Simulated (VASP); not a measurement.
# Au: generalised stacking fault

Au, Fm-3m (no. 225), 9 atoms in the cell. PBE, constrained relaxations along a path; PAW potentials Au (PBE set).

Path: generalised stacking fault, a/6<112> on {111}; Layers in the cell: 9.

## Input

INCAR:
```
SYSTEM = Au
  PREC = Normal
  ENCUT = 250
  EDIFF = 1E-6
  ISMEAR = 1
  SIGMA = 0.2
  LREAL = .False.
  LASPH = .True.
  NELM = 100
  ALGO = Normal
  LWAVE = .False.
  LCHARG = .False.
  IBRION = 2
  NSW = 100
  ISIF = 2
  EDIFFG = -0.02
  POTIM = 0.5
  ISYM = 2
  KPAR = 8
```

KPOINTS:
```
k-points
0
Gamma
  17 17 2
```

POSCAR.step1:
```
Au
1.0
    2.8779245994      0.0000000000      0.0000000000
    1.4389622997      2.4923558133      0.0000000000
    0.0000000000      0.0000000000     21.1483403604
Au
9
Selective dynamics
Direct
    0.3333333333      0.3333333333      0.0000000000  F F T
   -0.3333333333      0.6666666667      0.1111111111  F F T
    0.0000000000      0.0000000000      0.2222222222  F F T
    0.3333333333      0.3333333333      0.3333333333  F F T
   -0.3333333333      0.6666666667      0.4444444444  F F T
    0.0000000000      0.0000000000      0.5555555556  F F T
    0.3333333333      0.3333333333      0.6666666667  F F T
   -0.3333333333      0.6666666667      0.7777777778  F F T
    0.0000000000      0.0000000000      0.8888888889  F F T
```

POSCAR.step2:
```
Au
1.0
    2.8779245994      0.0000000000      0.0000000000
    1.4389622997      2.4923558133      0.0000000000
    0.2877924599      0.1661570542     21.1483403604
Au
9
Selective dynamics
Direct
    0.3333333333      0.3333333333      0.0000000000  F F T
   -0.3407407407      0.6592592593      0.1111111111  F F T
   -0.0148148148     -0.0148148148      0.2222222222  F F T
    0.3111111111      0.3111111111      0.3333333333  F F T
   -0.3629629630      0.6370370370      0.4444444444  F F T
   -0.0370370370     -0.0370370370      0.5555555556  F F T
    0.2888888889      0.2888888889      0.6666666667  F F T
   -0.3851851852      0.6148148148      0.7777777778  F F T
   -0.0592592593     -0.0592592593      0.8888888889  F F T
```

POSCAR.step3:
```
Au
1.0
    2.8779245994      0.0000000000      0.0000000000
    1.4389622997      2.4923558133      0.0000000000
    0.5755849199      0.3323141084     21.1483403604
Au
9
Selective dynamics
Direct
    0.3333333333      0.3333333333      0.0000000000  F F T
   -0.3481481481      0.6518518519      0.1111111111  F F T
   -0.0296296296     -0.0296296296      0.2222222222  F F T
    0.2888888889      0.2888888889      0.3333333333  F F T
   -0.3925925926      0.6074074074      0.4444444444  F F T
   -0.0740740741     -0.0740740741      0.5555555556  F F T
    0.2444444444      0.2444444444      0.6666666667  F F T
   -0.4370370370      0.5629629630      0.7777777778  F F T
   -0.1185185185     -0.1185185185      0.8888888889  F F T
```

POSCAR.step4:
```
Au
1.0
    2.8779245994      0.0000000000      0.0000000000
    1.4389622997      2.4923558133      0.0000000000
    0.7194811499      0.4153926355     21.1483403604
Au
9
Selective dynamics
Direct
    0.3333333333      0.3333333333      0.0000000000  F F T
   -0.3518518519      0.6481481481      0.1111111111  F F T
   -0.0370370370     -0.0370370370      0.2222222222  F F T
    0.2777777778      0.2777777778      0.3333333333  F F T
   -0.4074074074      0.5925925926      0.4444444444  F F T
   -0.0925925926     -0.0925925926      0.5555555556  F F T
    0.2222222222      0.2222222222      0.6666666667  F F T
   -0.4629629630      0.5370370370      0.7777777778  F F T
   -0.1481481481     -0.1481481481      0.8888888889  F F T
```

POSCAR.step5:
```
Au
1.0
    2.8779245994      0.0000000000      0.0000000000
    1.4389622997      2.4923558133      0.0000000000
    0.8633773798      0.4984711627     21.1483403604
Au
9
Selective dynamics
Direct
    0.3333333333      0.3333333333      0.0000000000  F F T
   -0.3555555556      0.6444444444      0.1111111111  F F T
   -0.0444444444     -0.0444444444      0.2222222222  F F T
    0.2666666667      0.2666666667      0.3333333333  F F T
   -0.4222222222      0.5777777778      0.4444444444  F F T
   -0.1111111111     -0.1111111111      0.5555555556  F F T
    0.2000000000      0.2000000000      0.6666666667  F F T
   -0.4888888889      0.5111111111      0.7777777778  F F T
   -0.1777777778     -0.1777777778      0.8888888889  F F T
```

POSCAR.step6:
```
Au
1.0
    2.8779245994      0.0000000000      0.0000000000
    1.4389622997      2.4923558133      0.0000000000
    1.1511698398      0.6646282169     21.1483403604
Au
9
Selective dynamics
Direct
    0.3333333333      0.3333333333      0.0000000000  F F T
   -0.3629629630      0.6370370370      0.1111111111  F F T
   -0.0592592593     -0.0592592593      0.2222222222  F F T
    0.2444444444      0.2444444444      0.3333333333  F F T
   -0.4518518519      0.5481481481      0.4444444444  F F T
   -0.1481481481     -0.1481481481      0.5555555556  F F T
    0.1555555556      0.1555555556      0.6666666667  F F T
   -0.5407407407      0.4592592593      0.7777777778  F F T
   -0.2370370370     -0.2370370370      0.8888888889  F F T
```

POSCAR.step7:
```
Au
1.0
    2.8779245994      0.0000000000      0.0000000000
    1.4389622997      2.4923558133      0.0000000000
    1.4389622997      0.8307852711     21.1483403604
Au
9
Selective dynamics
Direct
    0.3333333333      0.3333333333      0.0000000000  F F T
   -0.3703703704      0.6296296296      0.1111111111  F F T
   -0.0740740741     -0.0740740741      0.2222222222  F F T
    0.2222222222      0.2222222222      0.3333333333  F F T
   -0.4814814815      0.5185185185      0.4444444444  F F T
   -0.1851851852     -0.1851851852      0.5555555556  F F T
    0.1111111111      0.1111111111      0.6666666667  F F T
   -0.5925925926      0.4074074074      0.7777777778  F F T
   -0.2962962963     -0.2962962963      0.8888888889  F F T
```

Commands (each step's output is kept before the next begins):
```
cat potpaw_PBE.64/Au/POTCAR > POTCAR
# POSCAR: c tilted by 0 of a/6<112> on {111}
cp POSCAR.step1 POSCAR
mpirun -np 8 vasp_std > vasp.out
# POSCAR: c tilted by 0.2 of a/6<112> on {111}
cp POSCAR.step2 POSCAR
mpirun -np 8 vasp_std > vasp.out
# POSCAR: c tilted by 0.4 of a/6<112> on {111}
cp POSCAR.step3 POSCAR
mpirun -np 8 vasp_std > vasp.out
# POSCAR: c tilted by 0.5 of a/6<112> on {111}
cp POSCAR.step4 POSCAR
mpirun -np 8 vasp_std > vasp.out
# POSCAR: c tilted by 0.6 of a/6<112> on {111}
cp POSCAR.step5 POSCAR
mpirun -np 8 vasp_std > vasp.out
# POSCAR: c tilted by 0.8 of a/6<112> on {111}
cp POSCAR.step6 POSCAR
mpirun -np 8 vasp_std > vasp.out
# POSCAR: c tilted by 1 of a/6<112> on {111}
cp POSCAR.step7 POSCAR
mpirun -np 8 vasp_std > vasp.out
```

## Result

- Unstable fault energy (mJ/m²): 107
- Energy at the end of the slip (mJ/m²): 19
- Ionic steps, all stages: 53
- Electronic steps, all stages: 399

Energy along the slip:

| Share of the slip | Fault energy (mJ/m²) |
|---|---|
| 0 | 0 |
| 0.2 | 45 |
| 0.4 | 98 |
| 0.5 | 107 |
| 0.6 | 102 |
| 0.8 | 57 |
| 1 | 19 |

Limits: the faults repeat once a cell, and the in-plane lattice is that of the given cell.

VASP 6.6.1 took 657 s on 8 cores (Intel Xeon 6975P-C (Granite Rapids)), a shared host.
